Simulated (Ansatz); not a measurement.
Input, command and steps of an Ansatz relaxation.

```yaml
crystal:
  lattice:
    - [4.3859972272, 0.0, 0.0693715688]
    - [0.0, 2.9690974709, 0.0]
    - [-0.069327267, 0.0, 4.3859979277]
  atoms:
    - { symbol: V, position: [0.0, 0.0, 0.0], spin: 0.95 }
    - { symbol: V, position: [0.5, 0.5, 0.5], spin: 0.95 }
    - { symbol: O, position: [0.7989493437, 0.5, 0.2010506563] }
    - { symbol: O, position: [0.2010506563, 0.5, 0.7989493437] }
    - { symbol: O, position: [0.70105075, 0.0, 0.70105075] }
    - { symbol: O, position: [0.29894925, 0.0, 0.29894925] }
basis:
  ecutwfc: 420
kpoints:
  mp_grid: { grid: [6, 10, 6] }
hamiltonian:
  xc: pbe
  hubbard: { sites: [{ species: V, l: d, u_eff: 3.25 }] }
scf:
  occupations: { method: gaussian, width: 0.02 }
output:
  forces: true
  stress: true
  eigenvalues: true
  populations: true
magnetization:
  spin_polarized: true
relax:
  adjacent_minimum: "off"
  f_tol: 0.01
  max_steps: 30
  cell: { stress_tol: 0.1, fix: [volume] }
```

```bash
ansatz run input.yaml --threads 1 --pin off --max-ram 2560MiB --backend cpu --events-out ev --progress --plain --runs-dir out
```

All numbers below come from DFT PBE+U, scalar-relativistic, plane waves, PAW (Ansatz).

The volume is held at 0.94 times that of the relaxed cell.

Of 4 frames 3 are shown, positions in Å and forces in eV/Å; the SCF threshold varies from step to step. Steps run on the plane waves of an earlier cell, with a Pulay correction in the pressure. The basis is chosen afresh for the last frame, the zero of the energies, and at times for earlier ones too; energy and pressure step there, also at an unchanged geometry.

```xyz
6
Lattice="4.3860 0.0000 0.0694 0.0000 2.9691 0.0000 -0.0693 0.0000 4.3860" Properties=species:S:1:pos:R:3:forces:R:3 pbc="T T T" step=1 free_energy_over_end_meV_per_atom=0.05 pressure_GPa=16.68
V     0.0000    0.0000    0.0000    0.0000    0.0000    0.0000
V     2.1583    1.4845    2.2277    0.0000    0.0000    0.0000
O     3.4903    1.4845    0.9372   -0.0132    0.0000    0.0128
O     0.8264    1.4845    3.5181    0.0132    0.0000   -0.0128
O     3.0262    0.0000    3.1234    0.0129    0.0000    0.0133
O     1.2905    0.0000    1.3319   -0.0129    0.0000   -0.0133
6
Lattice="4.3833 0.0000 0.0693 0.0000 2.9728 0.0000 -0.0693 0.0000 4.3833" Properties=species:S:1:pos:R:3:forces:R:3 pbc="T T T" step=2 free_energy_over_end_meV_per_atom=0.02 pressure_GPa=16.65
V     0.0000    0.0000    0.0000    0.0000    0.0000    0.0000
V     2.1570    1.4864    2.2263    0.0000    0.0000    0.0000
O     3.4885    1.4864    0.9362   -0.0168    0.0000    0.0163
O     0.8254    1.4864    3.5164    0.0168    0.0000   -0.0163
O     3.0239    0.0000    3.1210    0.0163    0.0000    0.0168
O     1.2901    0.0000    1.3316   -0.0163    0.0000   -0.0168
6
Lattice="4.3816 0.0000 0.0693 0.0000 2.9750 0.0000 -0.0693 0.0000 4.3816" Properties=species:S:1:pos:R:3:forces:R:3 pbc="T T T" step=4 free_energy_over_end_meV_per_atom=0.00 pressure_GPa=16.63
V     0.0000    0.0000    0.0000    0.0000    0.0000    0.0000
V     2.1562    1.4875    2.2255    0.0000    0.0000    0.0000
O     3.4867    1.4875    0.9363   -0.0030    0.0000    0.0029
O     0.8256    1.4875    3.5146    0.0030    0.0000   -0.0029
O     3.0232    0.0000    3.1204    0.0030    0.0000    0.0031
O     1.2891    0.0000    1.3305   -0.0030    0.0000   -0.0031
```

The run took 90 s on 1 thread of Intel(R) Xeon(R) 6975P-C (Granite Rapids) (shared host), peak memory 0.7 GiB.

The state reached may not be the lowest one. Moments started parallel, and an antiferromagnetic order may lie lower.